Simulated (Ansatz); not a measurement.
CuI in the CsCl-type structure, relaxed with r2SCAN. Cu has 8 I at 3.17 Å; I has 8 Cu at 3.17 Å.

Space group Pm-3m (No. 221). a = 3.661 Å, b = 3.661 Å, c = 3.661 Å, α = 90.00°, β = 90.00°, γ = 90.00°

| atom | site | symmetry | x | y | z |
| --- | --- | --- | --- | --- | --- |
| Cu | 1a | m-3m | 0.0000 | 0.0000 | 0.0000 |
| I | 1b | m-3m | 0.5000 | 0.5000 | 0.5000 |

4 runs of the plane-wave code Ansatz on this cell differ in the functional (and in the settings that go with it). Levels are in eV from each run's valence top; v1 is the last filled band, c1 the first empty one.

Run A, mean stress -5.3 GPa (compression positive):
```
point     v5     v3     v1     c1    c2    c3
    Γ  -1.66  -1.57  -1.57  -0.59  5.53  5.53
    X  -1.97  -1.51   0.00   3.31  3.73  6.26
    M  -1.79  -1.69  -0.50  -0.26  7.12  7.12
    R  -1.51  -0.81  -0.81   1.74  1.76  1.76
```

Run B, mean stress 0.0 GPa (compression positive):
```
point     v5     v3     v1     c1    c2    c3
    Γ  -1.66  -1.55  -1.55   0.18  5.96  5.96
    X  -1.84  -1.40   0.00   4.09  4.38  6.79
    M  -1.68  -1.57  -0.32  -0.10  7.89  7.89
    R  -1.40  -0.74  -0.74   2.19  2.19  2.19
```

Run C, mean stress +1.2 GPa (compression positive):
```
point     v5     v3     v1    c1    c2    c3
    Γ  -2.56  -1.46  -1.46  0.85  6.51  6.51
    X  -2.81  -2.30   0.00  4.58  5.47  7.53
    M  -2.68  -2.56  -0.04  0.54  8.65  8.65
    R  -2.33  -1.35  -1.35  2.77  2.77  2.77
```

Run D, mean stress -0.1 GPa (compression positive):
```
point     v5     v3     v1     c1    c2    c3
    Γ  -1.59  -1.59  -1.59  -0.43  5.49  5.49
    X  -1.90  -1.44   0.00   3.41  3.85  6.31
    M  -1.73  -1.63  -0.41  -0.28  7.20  7.20
    R  -1.45  -0.77  -0.77   1.79  1.79  1.79
```

Q: Match the runs to LDA, PBE, r2SCAN, HSE06.

A: A is LDA, B is r2SCAN, C is HSE06, D is PBE. In order of the gap: LDA none (overlap 0.59), PBE none (overlap 0.43), r2SCAN none (overlap 0.10), HSE06 0.54 eV.

These are computed values for a spin-unpolarised cell that may be hypothetical; none is a measurement.

Spin-orbit coupling is left out, which matters wherever the heavy atoms make up the band edges.

The program warns that its thresholds are loose for a hybrid's stress.

Where bands overlap, v1 and c1 are numbered by the electron count and aren't everywhere filled or empty.

Overlapping bands make a metal at that level, for which these meshes are coarse; small forces, stresses and energy differences are uncertain.

The meshes of the hybrids are coarse, so their gaps aren't converged to the digits shown.
